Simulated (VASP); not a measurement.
# BN (Pnma) in VASP: a series of runs

The runs below take BN through dielectric tensor, with PBE.

All numbers are computed with VASP 6.6.1; they aren't measurements. Logs are shortened: lines on timing, memory, paths and dates and some standing lists are left out, and cuts for length are marked.

## (1) Starting point

The structure is orthorhombic, space group Pnma (No. 62). The conventional cell has a = 4.880 Å, b = 2.591 Å, c = 4.292 Å, α = 90.00°, β = 90.00°, γ = 90.00°. N (site symmetry m) has 4 B at 1.51 to 1.65 Å as nearest neighbours. Around B (site symmetry m) lie 4 N at 1.51 to 1.65 Å.

Measurements of this composition are mostly on another form, of space group No. 194.

## (2) Dielectric tensor, PBE

File INCAR:

```
SYSTEM = BN
PREC = Accurate
ENCUT = 400
EDIFF = 1E-8
ISMEAR = 0
SIGMA = 0.01
LREAL = .False.
LASPH = .True.
NELM = 100
ALGO = Normal
ISIF = 2
LWAVE = .False.
LCHARG = .False.
GGA = PE
LEPSILON = .True.
```

File KPOINTS:

```
Automatic mesh
0
Gamma
  3 5 3
  0 0 0
```

File POSCAR:

```
BN
1.0
    4.8800890000      0.0000000000      0.0000000000
    0.0000000000      2.5914640000      0.0000000000
    0.0000000000      0.0000000000      4.2920490000
N B
4 4
Direct
    0.3211300000      0.7500000000      0.1064860000
    0.6788700000      0.2500000000      0.8935140000
    0.1788700000      0.2500000000      0.6064860000
    0.8211300000      0.7500000000      0.3935140000
    0.3404130000      0.2500000000      0.9070960000
    0.1595870000      0.7500000000      0.4070960000
    0.8404130000      0.2500000000      0.5929040000
    0.6595870000      0.7500000000      0.0929040000
```

Potentials or basis: VASP PAW PBE potentials, release 64 (N, B).

The run is started by

```console
> cat potpaw_PBE.64/N/POTCAR potpaw_PBE.64/B/POTCAR > POTCAR
> mpirun -np 1 vasp_std > vasp.out
```

OUTCAR:

```text
SYSTEM = BN
   PREC = Accurate
   ENCUT = 400
   EDIFF = 1E-8
   ISMEAR = 0
   LREAL = .False.
   LASPH = .True.
   NELM = 100
   ISIF = 2
   GGA = PE
   LEPSILON = .True.

 Found     12 irreducible k-points:

 Following reciprocal coordinates:
            Coordinates               Weight
  0.000000  0.000000  0.000000      1.000000
  0.333333  0.000000  0.000000      2.000000
  0.000000  0.200000  0.000000      2.000000
  0.333333  0.200000  0.000000      4.000000
  0.000000  0.400000  0.000000      2.000000
  0.333333  0.400000  0.000000      4.000000
   k-points           NKPTS =     12   k-points in BZ     NKDIM =     12   number of bands    NBANDS=     21
   number of dos      NEDOS =    301   number of ions     NIONS =      8
   total plane-waves  NPLWV =  16128
   dimension x,y,z NGX =    32 NGY =   18 NGZ =   28
   dimension x,y,z NGXF=    64 NGYF=   36 NGZF=   56
   ions per type =               4   4
   NGX,Y,Z   is equivalent  to a cutoff of  10.90, 11.55, 10.85 a.u.
   NGXF,Y,Z  is equivalent  to a cutoff of  21.80, 23.09, 21.69 a.u.
 SYSTEM =  BN
   PREC   = accura    normal or accurate (medium, high low for compatibility)
   ISTART =      0    job   : 0-new  1-cont  2-samecut
   ICHARG =      2    charge: 1-file 2-atom 10-const
   ISPIN  =      1    spin polarized calculation?
   LNONCOLLINEAR =      F non collinear calculations
   LSORBIT =      F    spin-orbit coupling
   LASPH  =      T    aspherical Exc in radial PAW
   ENCUT  =  400.0 eV  29.40 Ry    5.42 a.u.   7.96  4.23  7.00*2*pi/ulx,y,z
   NELM   =    100;   NELMIN=  2; NELMDL= -5     # of ELM steps
   EDIFF  = 0.1E-07   stopping-criterion for ELM
   LREAL  =      F    real-space projection
   EDIFFG = 0.1E-06   stopping-criterion for IOM
   NSW    =      0    number of steps for IOM
   IBRION =     -1    ionic relax: 0-MD 1-quasi-New 2-CG
   NFREE  =      0    steps in history (QN), initial steepest desc. (CG)
   ISIF   =      2    stress and relaxation
   ISYM   =      2    0-nonsym 1-usesym 2-fastsym
   POTIM  = 0.5000    time-step for ionic-motion
   TEBEG  =    0.0;   TEEND  =   0.0 temperature during run
   PSTRESS=    0.0 pullay stress
   NELECT =      32.0000    total number of electrons
   NUPDOWN=      -1.0000    fix difference up-down
   EMIN   =  10.00;   EMAX   =-10.00  energy-range for DOS
   EFERMI =   0.00;   METHOD = LEGACY
   ISMEAR =     0;   SIGMA  =   0.01  broadening in eV -4-tet -1-fermi 0-gaus
   EFERMI_NEDOS =   21; number of points for ismear=-14 and -15
   IALGO  =     38    algorithm
   IMIX   =      4    mixing-type and parameters
     AMIX     =   0.40;   BMIX     =  1.00
     AMIX_MAG =   1.60;   BMIX_MAG =  1.00
  volume/ion in A,a.u.               =       6.78        45.79
  Fermi-wavevector in a.u.,A,eV,Ry     =   1.372711  2.594047 25.637923  1.884334
  Thomas-Fermi vector in A             =   2.498293
   LORBIT       =      0    0 simple, 1 ext, 2 COOP (PROOUT), +10 PAW based schemes
   GGA     = PE    functional components
[... 211 lines left out ...]
 ------------------------------------------------------

 Free energy of the ion-electron system (eV)
  ---------------------------------------------------
  ---------------------------------------------------
  free energy    TOTEN  =        -0.57092425 eV

  energy without entropy =       -0.57092425

------------------------ aborting loop because EDIFF is reached ----------------------------------------

--------------------------------------- Ionic step        2  -------------------------------------------

------------------------ aborting loop because EDIFF is reached ----------------------------------------

--------------------------------------- Ionic step        3  -------------------------------------------

 Free energy of the ion-electron system (eV)
  ---------------------------------------------------
  ---------------------------------------------------
  free energy    TOTEN  =        -0.50940801 eV

  energy without entropy =       -0.50940801

------------------------ aborting loop because EDIFF is reached ----------------------------------------

 PIEZOELECTRIC TENSOR FIELD DIRECTION 3  (e Angst)
 -----------------------------------------------------------------------------
     0.00032  0.00000  0.00000           (  0.00000  0.00000  0.00000)
     0.00000 -0.00025  0.00000           (  0.00000  0.00000  0.00000)
     0.00000  0.00000  0.00119           (  0.00000  0.00000  0.00001)

 PIEZOELECTRIC TENSOR FIELD DIRECTION 3  (C/m^2)
 -----------------------------------------------------------------------------
     0.00010  0.00000  0.00000
     0.00000 -0.00007  0.00000
     0.00000  0.00000  0.00035

 MACROSCOPIC STATIC DIELECTRIC TENSOR (including local field effects in DFT)
 ------------------------------------------------------
           4.490178     0.000000     0.000000
           0.000000     4.392510    -0.000000
           0.000000     0.000000     4.161431
 ------------------------------------------------------

 PIEZOELECTRIC TENSOR (including local field effects)  for field in x, y, z        (e  Angst)
          XX          YY          ZZ          XY          YZ          ZX
  --------------------------------------------------------------------------------
  x     0.00000     0.00000     0.00000     0.00000     0.00000     0.00000
  y     0.00000     0.00000     0.00000     0.00000     0.00000     0.00000
  z     0.00000     0.00000     0.00000     0.00000     0.00000     0.00000

 PIEZOELECTRIC TENSOR (including local field effects)  for field in x, y, z        (C/m^2)
          XX          YY          ZZ          XY          YZ          ZX
  --------------------------------------------------------------------------------
  x     0.00000     0.00000     0.00000     0.00000     0.00000     0.00000
  y     0.00000     0.00000     0.00000     0.00000     0.00000     0.00000
  z     0.00000     0.00000     0.00000     0.00000     0.00000     0.00000

 BORN EFFECTIVE CHARGES (including local field effects) (in |e|, cummulative output)
 ---------------------------------------------------------------------------------
 ion    1
    1    -2.06299     0.00000     0.38069
    2     0.00000    -1.98505     0.00000
    3     0.37088     0.00000    -1.87640
 ion    2
    1    -2.06299     0.00000     0.38069
    2     0.00000    -1.98505     0.00000
    3     0.37088     0.00000    -1.87640
 ion    3
    1    -2.06299     0.00000    -0.38069
    2     0.00000    -1.98505     0.00000
    3    -0.37088     0.00000    -1.87640
 ion    4
    1    -2.06299     0.00000    -0.38069
    2     0.00000    -1.98505     0.00000
    3    -0.37088     0.00000    -1.87640
 ion    5
    1     2.06299     0.00000     0.64415
    2     0.00000     1.98505     0.00000
    3     0.41208     0.00000     1.87640
 ion    6
    1     2.06299     0.00000    -0.64415
    2     0.00000     1.98505     0.00000
    3    -0.41208     0.00000     1.87640
 ion    7
    1     2.06299     0.00000    -0.64415
    2     0.00000     1.98505     0.00000
    3    -0.41208     0.00000     1.87640
 ion    8
    1     2.06299     0.00000     0.64415
    2     0.00000     1.98505     0.00000
    3     0.41208     0.00000     1.87640
```

stdout:

```text
POSCAR found type information on POSCAR N B
 POSCAR found :  2 types and       8 ions
 scaLAPACK will be used
 LDA part: xc-table for (Slater+PW92), standard interpolation
 POSCAR, INCAR and KPOINTS ok, starting setup
 FFT: planning ... GRIDC
 FFT: planning ... GRID_SOFT
 FFT: planning ... GRID
 WAVECAR not read
 entering main loop
 Linear response reoptimize wavefunctions to high precision
 Linear response G [H, r] |phi>, progress :
  Direction:   1
 Linear response G [H, r] |phi>, progress :
  Direction:   2
 Linear response G [H, r] |phi>, progress :
  Direction:   3
 Linear response to external field (no local field effect), progress :
  Direction:   1
 dielectric tensor                  component  1 :     4.742    -0.067     0.062
 Linear response to external field (no local field effect), progress :
  Direction:   2
 dielectric tensor                  component  2 :    -0.067     4.487    -0.184
 Linear response to external field (no local field effect), progress :
  Direction:   3
 dielectric tensor                  component  3 :     0.062    -0.184     4.308
 Linear response to external field, progress :
  Direction:   1
 dielectric tensor                  component  1 :     4.490    -0.067     0.060
 Linear response to external field, progress :
  Direction:   2
 dielectric tensor                  component  2 :    -0.067     4.393    -0.183
 Linear response to external field, progress :
  Direction:   3
 dielectric tensor                  component  3 :     0.064    -0.184     4.161
 Born effective charges drift removed
```

Run time: 43 s. Hardware: 1 thread of Intel Xeon 6975P-C (Granite Rapids), shared host; peak memory 0.15 GiB.

These settings aren't checked as converged: the numbers below hold their error.

What came out:

| Property | Result |
| --- | --- |
| Band gap on the k mesh | 5.66 eV, indirect (least direct gap 6.28 eV) |
| Electronic dielectric tensor (diagonal) | 4.49, 4.39, 4.16 |
| Born charges (mean of the diagonal) | N -1.97; B +1.97 e |

Caveat: the k mesh is coarse (spacing up to 0.49 Å⁻¹), so the values aren't converged; an odd mesh through Γ misses points on the zone boundary, where band edges often lie.

## (3) Dielectric tensor, PBE

Edit INCAR of step 2 so:

```diff
@@ -2,3 +2,3 @@
 PREC = Accurate
-ENCUT = 400
+ENCUT = 600
 EDIFF = 1E-8
```

KPOINTS is that of step 2.

POSCAR is that of step 2.

Potentials or basis: VASP PAW PBE potentials, release 64 (N, B).

The run is started by

```console
> cat potpaw_PBE.64/N/POTCAR potpaw_PBE.64/B/POTCAR > POTCAR
> mpirun -np 1 vasp_std > vasp.out
```

OUTCAR:

```text
SYSTEM = BN
   PREC = Accurate
   ENCUT = 600
   EDIFF = 1E-8
   ISMEAR = 0
   LREAL = .False.
   LASPH = .True.
   NELM = 100
   ISIF = 2
   GGA = PE
   LEPSILON = .True.

 Found     12 irreducible k-points:

 Following reciprocal coordinates:
            Coordinates               Weight
  0.000000  0.000000  0.000000      1.000000
  0.333333  0.000000  0.000000      2.000000
  0.000000  0.200000  0.000000      2.000000
  0.333333  0.200000  0.000000      4.000000
  0.000000  0.400000  0.000000      2.000000
  0.333333  0.400000  0.000000      4.000000
   k-points           NKPTS =     12   k-points in BZ     NKDIM =     12   number of bands    NBANDS=     21
   number of dos      NEDOS =    301   number of ions     NIONS =      8
   total plane-waves  NPLWV =  34560
   dimension x,y,z NGX =    40 NGY =   24 NGZ =   36
   dimension x,y,z NGXF=    80 NGYF=   48 NGZF=   72
   ions per type =               4   4
   NGX,Y,Z   is equivalent  to a cutoff of  13.63, 15.40, 13.94 a.u.
   NGXF,Y,Z  is equivalent  to a cutoff of  27.25, 30.79, 27.89 a.u.
 SYSTEM =  BN
   PREC   = accura    normal or accurate (medium, high low for compatibility)
   ISTART =      0    job   : 0-new  1-cont  2-samecut
   ICHARG =      2    charge: 1-file 2-atom 10-const
   ISPIN  =      1    spin polarized calculation?
   LNONCOLLINEAR =      F non collinear calculations
   LSORBIT =      F    spin-orbit coupling
   LASPH  =      T    aspherical Exc in radial PAW
   ENCUT  =  600.0 eV  44.10 Ry    6.64 a.u.   9.75  5.18  8.57*2*pi/ulx,y,z
   NELM   =    100;   NELMIN=  2; NELMDL= -5     # of ELM steps
   EDIFF  = 0.1E-07   stopping-criterion for ELM
   LREAL  =      F    real-space projection
   EDIFFG = 0.1E-06   stopping-criterion for IOM
   NSW    =      0    number of steps for IOM
   IBRION =     -1    ionic relax: 0-MD 1-quasi-New 2-CG
   NFREE  =      0    steps in history (QN), initial steepest desc. (CG)
   ISIF   =      2    stress and relaxation
   ISYM   =      2    0-nonsym 1-usesym 2-fastsym
   POTIM  = 0.5000    time-step for ionic-motion
   TEBEG  =    0.0;   TEEND  =   0.0 temperature during run
   PSTRESS=    0.0 pullay stress
   NELECT =      32.0000    total number of electrons
   NUPDOWN=      -1.0000    fix difference up-down
   EMIN   =  10.00;   EMAX   =-10.00  energy-range for DOS
   EFERMI =   0.00;   METHOD = LEGACY
   ISMEAR =     0;   SIGMA  =   0.01  broadening in eV -4-tet -1-fermi 0-gaus
   EFERMI_NEDOS =   21; number of points for ismear=-14 and -15
   IALGO  =     38    algorithm
   IMIX   =      4    mixing-type and parameters
     AMIX     =   0.40;   BMIX     =  1.00
     AMIX_MAG =   1.60;   BMIX_MAG =  1.00
  volume/ion in A,a.u.               =       6.78        45.79
  Fermi-wavevector in a.u.,A,eV,Ry     =   1.372711  2.594047 25.637923  1.884334
  Thomas-Fermi vector in A             =   2.498293
   LORBIT       =      0    0 simple, 1 ext, 2 COOP (PROOUT), +10 PAW based schemes
   GGA     = PE    functional components
   LHFCALC =     F    Hartree Fock is set to
   AEXX    =    0.0000 exact exchange contribution
   IVDW    =     0    specifies the selected vdW correction
   LEPSILON=     T    determine dielectric tensor
   LRPA    =     F    only Hartree local field effects (RPA)
 non-spin polarized calculation
 Gauss-broadening in eV      SIGMA  =   0.01
  energy-cutoff  :      600.00
  volume of cell :       54.28
 maximum number of plane-waves:      1822
 NGX is ok and might be reduce to    40
   NGX = 19   NGY = 11   NGZ = 17

--------------------------------------- Ionic step        1  -------------------------------------------

[... 174 lines left out ...]
      1.56714      1.94360      0.45704         0.014073     -0.000000      0.057218
      3.31295      0.64787      3.83501        -0.014073     -0.000000     -0.057218
      0.87290      0.64787      2.60307        -0.014073     -0.000000      0.057218
      4.00719      1.94360      1.68898         0.014073      0.000000     -0.057218
      1.66125      0.64787      3.89330        -0.006552      0.000000      0.009163
      0.77880      1.94360      1.74728         0.006552      0.000000      0.009163
      4.10129      0.64787      2.54477        -0.006552     -0.000000     -0.009163
      3.21884      1.94360      0.39875         0.006552      0.000000     -0.009163
 -----------------------------------------------------------------------------------
    total drift:                                0.000000      0.000000     -0.000000

  FREE ENERGIE OF THE ION-ELECTRON SYSTEM (eV)
  ---------------------------------------------------
  free  energy   TOTEN  =       -68.2488282681 eV

  energy  without entropy=      -68.2488282681  energy(sigma->0) =      -68.24882827

 HEAD OF MICROSCOPIC STATIC DIELECTRIC TENSOR (INDEPENDENT PARTICLE, excluding Hartree and local field effects)
 ------------------------------------------------------
           4.740267     0.000000     0.000000
           0.000000     4.484589    -0.000000
           0.000000    -0.000000     4.305522
 ------------------------------------------------------

 Free energy of the ion-electron system (eV)
  ---------------------------------------------------
  ---------------------------------------------------
  free energy    TOTEN  =        -0.57156947 eV

  energy without entropy =       -0.57156947

------------------------ aborting loop because EDIFF is reached ----------------------------------------

--------------------------------------- Ionic step        2  -------------------------------------------

------------------------ aborting loop because EDIFF is reached ----------------------------------------

--------------------------------------- Ionic step        3  -------------------------------------------

 Free energy of the ion-electron system (eV)
  ---------------------------------------------------
  ---------------------------------------------------
  free energy    TOTEN  =        -0.50975114 eV

  energy without entropy =       -0.50975114

------------------------ aborting loop because EDIFF is reached ----------------------------------------

 PIEZOELECTRIC TENSOR FIELD DIRECTION 3  (e Angst)
 -----------------------------------------------------------------------------
     0.00031  0.00000  0.00000           (  0.00000  0.00000  0.00000)
     0.00000 -0.00024  0.00000           (  0.00000  0.00000  0.00000)
     0.00000  0.00000  0.00119           (  0.00000  0.00000  0.00001)

 PIEZOELECTRIC TENSOR FIELD DIRECTION 3  (C/m^2)
 -----------------------------------------------------------------------------
     0.00009  0.00000  0.00000
     0.00000 -0.00007  0.00000
     0.00000  0.00000  0.00035

 MACROSCOPIC STATIC DIELECTRIC TENSOR (including local field effects in DFT)
 ------------------------------------------------------
           4.488138     0.000000     0.000000
           0.000000     4.389559     0.000000
           0.000000     0.000000     4.159384
 ------------------------------------------------------

 PIEZOELECTRIC TENSOR (including local field effects)  for field in x, y, z        (e  Angst)
          XX          YY          ZZ          XY          YZ          ZX
  --------------------------------------------------------------------------------
  x     0.00000     0.00000     0.00000     0.00000     0.00000     0.00000
  y     0.00000     0.00000     0.00000     0.00000     0.00000     0.00000
  z     0.00000     0.00000     0.00000     0.00000     0.00000     0.00000

 PIEZOELECTRIC TENSOR (including local field effects)  for field in x, y, z        (C/m^2)
          XX          YY          ZZ          XY          YZ          ZX
  --------------------------------------------------------------------------------
  x     0.00000     0.00000     0.00000     0.00000     0.00000     0.00000
  y     0.00000     0.00000     0.00000     0.00000     0.00000     0.00000
  z     0.00000     0.00000     0.00000     0.00000     0.00000     0.00000

 BORN EFFECTIVE CHARGES (including local field effects) (in |e|, cummulative output)
 ---------------------------------------------------------------------------------
 ion    1
    1    -2.06780     0.00000     0.38072
    2     0.00000    -1.99045     0.00000
    3     0.37101     0.00000    -1.88203
 ion    2
    1    -2.06780     0.00000     0.38072
    2     0.00000    -1.99045     0.00000
    3     0.37101     0.00000    -1.88203
 ion    3
    1    -2.06780     0.00000    -0.38072
    2     0.00000    -1.99045     0.00000
    3    -0.37101     0.00000    -1.88203
 ion    4
    1    -2.06780     0.00000    -0.38072
    2     0.00000    -1.99045     0.00000
    3    -0.37101     0.00000    -1.88203
 ion    5
    1     2.06780     0.00000     0.64315
    2     0.00000     1.99045     0.00000
    3     0.41153     0.00000     1.88203
 ion    6
    1     2.06780     0.00000    -0.64315
    2     0.00000     1.99045     0.00000
    3    -0.41153     0.00000     1.88203
 ion    7
    1     2.06780     0.00000    -0.64315
    2     0.00000     1.99045     0.00000
    3    -0.41153     0.00000     1.88203
 ion    8
    1     2.06780     0.00000     0.64315
    2     0.00000     1.99045     0.00000
    3     0.41153     0.00000     1.88203
```

Run time: 1.7 min. Hardware: 1 thread of Intel Xeon 6975P-C (Granite Rapids), shared host; peak memory 0.21 GiB.

These settings aren't checked as converged: the numbers below hold their error.

What came out:

```
Band gap on the k mesh                  : 5.66 eV, indirect (least direct gap 6.29 eV)
Electronic dielectric tensor (diagonal) : 4.49, 4.39, 4.16
Born charges (mean of the diagonal)     : N -1.98; B +1.98 e
```

Caveat: the k mesh is coarse (spacing up to 0.49 Å⁻¹), so the values aren't converged; an odd mesh through Γ misses points on the zone boundary, where band edges often lie.
